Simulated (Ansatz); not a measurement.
`N#[C][Ga]([Cl])[Cl]` + tert-butanol → `CC(C)(C)[O][Ga]([Cl])[Cl]` + `C#N`  (ligand exchange at a Ga–C bond)

Gas-phase electronic energies from Ansatz, PBE0-D4/def2-TZVP geometries. CBS: MP2 limit from def2 TZ/QZ plus the TZ coupled-cluster correction, frozen cores. This one scheme is used for every species. Functionals use def2-TZVPP. For Ga outer-core shells are correlated without core-valence functions, which leaves a few kJ/mol of doubt a bond. Scalar relativity is left out up to krypton. Each species was taken in one conformer, which may not be the lowest.

| species | CAM-B3LYP energy (Eh) |
| --- | --- |
| `N#[C][Ga]([Cl])[Cl]` | -2938.37916 |
| `CC(C)(C)O` | -233.65189 |
| `CC(C)(C)[O][Ga]([Cl])[Cl]` | -3078.62215 |
| `C#N` | -93.41674 |

(1) Work out ΔE.

Largest T1 diagnostic among the species: 0.014.

## Answers

(1) ΔE = (-3078.62215) + (-93.41674) − (-2938.37916) − (-233.65189) = -0.00784 Eh = -0.21 eV. CCSD(T)/CBS gives -0.30 eV.

Leaving LDA and LC-ωPBE aside and taking each functional with its dispersion term where it has one, the values, not all of them listed here, spread over 0.14 eV, from BLYP-D4 to PBE-QIDH. LDA lies −0.12 eV from PBE without D4. The D4 term adds −0.14 eV with B3LYP and −0.08 eV with PBE0; it sums over pairs of atoms, weighted by their polarisabilities, and B3LYP, whose exchange is more repulsive, gets the larger term.

B3LYP here is the variant with VWN-RPA as its local correlation; programs differ in this.
